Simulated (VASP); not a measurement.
**LiF (Griceite): relaxation of the atoms with r2SCAN**

The system is LiF (Griceite).

```
Li F
1.0
     0.00000    1.99988    1.99988
     1.99988    0.00000    1.99988
     1.99988    1.99988    0.00000
Li F
1 1
Direct
  0.00000 0.00000 0.00000
  0.50000 0.50000 0.50000
```

The cell isn't the ideal one: a relaxed cell with its volume scaled by 1.02.

```
Program                : VASP 6.6.1
Task                   : relaxation of the atoms
Functional             : r2SCAN
Potentials or basis    : VASP PAW PBE potentials, release 64 (Li_sv, F)
Cutoff                 : 600 eV
k mesh                 : 12 × 12 × 12
Occupations            : gaussian, width 0.03 eV
Spin                   : no spin polarisation
Further INCAR settings : ALGO = Normal; EDIFF = 1e-07; IBRION = 2; EDIFFG = -0.01; NSW = 40
```

```
Pressure after relaxing : -1.7 GPa
Band gap on the k mesh  : 10.48 eV, direct
```

Final structure:
```cif
data_structure
_symmetry_space_group_name_H-M 'P 1'
_symmetry_Int_Tables_number 1
_cell_length_a 2.8283
_cell_length_b 2.8283
_cell_length_c 2.8283
_cell_angle_alpha 60.000
_cell_angle_beta 60.000
_cell_angle_gamma 60.000
_cell_volume 16.00
loop_
_atom_site_label
_atom_site_type_symbol
_atom_site_fract_x
_atom_site_fract_y
_atom_site_fract_z
_atom_site_occupancy
Li1 Li 0.00000 0.00000 0.00000 1
F1 F 0.50000 0.50000 0.50000 1
```

Levels at points of the mesh, in eV from the valence-band top:
| k point | band 3 | band 4 | band 5 | band 6 | band 7 | band 8 |
| --- | --- | --- | --- | --- | --- | --- |
| (0.00, 0.00, 0.00) | 0.00 | 0.00 | 0.00 | 10.48 | 25.70 | 25.70 |
| (0.50, 0.00, 0.00) | -2.55 | -0.25 | -0.25 | 11.96 | 18.41 | 20.61 |
| (0.50, 0.50, 0.00) | -3.09 | -1.04 | -1.04 | 16.27 | 17.56 | 19.40 |

Wall time 63 s on 1 thread of AMD EPYC 7R13 Processor (Zen 3) (shared host), peak memory 0.11 GiB.

Caveat: the cutoff is under 1.25 times the usual one of these potentials, so pressure, stress and relaxed cells hold a basis-set (Pulay) error; the relaxation stopped at its first step, so nothing moved; the PAW data sets were made with another functional, which shifts forces and pressure a little. A k mesh can miss the band edges.
